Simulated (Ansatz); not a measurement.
# AlN, rock salt: band edges under a change of volume

How fast do the gaps move when the cell is scaled evenly? The symmetry of the cell is held, so distortions that would lower it, which this phase may prefer, aren't tested.

Calculated with Ansatz 0.2.0, PBEsol, PAW files of the set soft_1, cutoff 600 eV, Fermi–Dirac smearing 0.02 eV, k-mesh 12×12×12, no spin polarisation, no spin-orbit coupling.

Reference cell, relaxed at zero pressure with PBEsol (Fm-3m): a = 2.8599 Å, b = 2.8599 Å, c = 2.8599 Å, α = 60.00°, β = 60.00°, γ = 60.00°.

```csv
atom,x,y,z
Al,0.0000,0.0000,0.0000
N,0.5000,0.5000,0.5000
```

Levels are read on the k-mesh and along lines from Γ to X = (0.5, 0, 0.5), L = (0.5, 0.5, 0.5), K = (0.375, 0.375, 0.75) and W = (0.5, 0.25, 0.75) in the reciprocal basis of this cell (the letters only name these points), and count from the highest filled level.

```csv
ln(V/V0),gap (eV),direct gap at Γ (eV),lowest empty at X (eV)
−0.0619,5.017,6.550,5.017
−0.0202,4.745,5.930,4.745
0.0000,4.550,5.638,4.550
0.0198,4.362,5.358,4.362
0.0392,4.182,5.088,4.182
0.0583,4.008,4.829,4.008
```

**Question.** Fit the direct gap at Γ and give it at ln(V/V0) = −0.0408, a row left out above.

A straight line through the 6 rows: the means are 0.005867 for ln(V/V0) and 5.5655 for the level, Σ(Δx)² = 0.009361 and ΣΔxΔy = −0.1341, so the slope is −0.1341/0.009361 = −14.322 and the intercept 5.5655 − (−14.322)(0.005867) = 5.6495.

The slope is the volume deformation potential of this gap, −14.32 eV, as a mean over the range. The line gives 6.234 eV. The run itself gives 6.233 eV, so the estimate misses by 0.001 eV; the fitted rows themselves lie up to 0.014 eV off the law.

The gap lies below the direct one at Γ in every row. Semilocal functionals give gaps that are too small, and the error differs from valley to valley, so the order of close valleys can be wrong too.

[Logs are printed without paths, hosts, clocks, repeated set-up lines and the standing remarks that a program may print on its own settings, such as how far it seeks lower states.]
